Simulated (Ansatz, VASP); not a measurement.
# NaH in VASP and in Ansatz

Contents of INCAR:

```
  ALGO = Normal
  EDIFF = 1E-6
  EDIFFG = -0.005
  ENCUT = 600
  GGA = PE
  IBRION = 2
  ISIF = 3
  ISMEAR = 0
  LASPH = T
  LCHARG = F
  LREAL = F
  LWAVE = F
  NELM = 60
  NSW = 100
  PREC = Accurate
  SIGMA = 0.02
```

The input KPOINTS:

```
k-points
0
Gamma
  8 8 8
```

File POSCAR:

```
NaH
1.0
    0.0000000000      2.4400000000      2.4400000000
    2.4400000000      0.0000000000      2.4400000000
    2.4400000000      2.4400000000      0.0000000000
Na H
1 1
Direct
    0.0000000000      0.0000000000      0.0000000000
    0.5000000000      0.5000000000      0.5000000000
```

Input for Ansatz:

```yaml
crystal:
  lattice:
    - [0.0, 2.44, 2.44]
    - [2.44, 0.0, 2.44]
    - [2.44, 2.44, 0.0]
  atoms:
    - { symbol: Na, position: [0.0, 0.0, 0.0] }
    - { symbol: H, position: [0.5, 0.5, 0.5] }
basis:
  ecutwfc: 420
kpoints:
  mp_grid: { grid: [8, 8, 8] }
hamiltonian:
  xc: pbe
scf:
  occupations: { method: gaussian, width: 0.02 }
output:
  forces: true
  stress: true
  eigenvalues: true
  write_density: true
  write_potential: true
  elf: true
  volumetric_format: npy
relax:
  adjacent_minimum: "off"
  f_tol: 0.005
  max_steps: 80
  cell: { stress_tol: 0.05 }
```

Alike in both runs: task relaxation of cell and atoms; functional PBE; k mesh 8 × 8 × 8; occupations gaussian, width 0.02 eV; no spin polarisation.

```csv
,VASP,Ansatz
version,VASP 6.6.1,Ansatz 0.2.0
potentials or method,"VASP PAW PBE potentials, release 64 (Na_pv, H)","scalar-relativistic, plane waves, PAW"
plane-wave cutoff (eV),600,420
valence electrons in the cell,8,10
```

|  | VASP | Ansatz | Ansatz less VASP |
| --- | --- | --- | --- |
| gap on the k mesh at the Fermi level, each at its own relaxed structure (eV) | 3.76 | 3.76 | +0.004 |
| relaxed volume (Å³/atom) | 14.12 | 14.10 | -0.019 |
| relaxed cell length with the largest relative difference (Å) | 3.418 | 3.417 | -0.0016 |

The two sets of potentials don't hold the same shells in valence.

A k mesh can miss the band edges. A hybrid or GW would open this gap; PBE tends to underestimate it.
